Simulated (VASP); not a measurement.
# PbS (Galena): band structure with PBE

PbS (Galena):

```
Pb S
1.0
     0.00000    2.96575    2.96575
     2.96575    0.00000    2.96575
     2.96575    2.96575    0.00000
Pb S
1 1
Direct
  0.00000 0.00000 0.00000
  0.50000 0.50000 0.50000
```

| Quantity | Value |
| --- | --- |
| Program | VASP 6.6.1 |
| Task | band structure |
| Functional | PBE |
| Potentials or basis | VASP PAW PBE potentials, release 64 (Pb_d, S) |
| Cutoff | 520 eV |
| k mesh | 6 × 6 × 6 |
| Occupations | gaussian, width 0.02 eV |
| Spin | spin-orbit coupling, no magnetisation |
| Ladder | gaps |
| Further INCAR settings | ALGO = Normal; EDIFF = 1e-06 |

| Item | Value |
| --- | --- |
| Pressure | 1.8 GPa |
| Valence electrons inside the program's atomic spheres | Pb 11.85; S 3.68 |

Wall time 44 s on 2 MPI ranks on Intel(R) Xeon(R) 6975P-C (Granite Rapids), on a shared host, peak memory 0.31 GiB a rank.
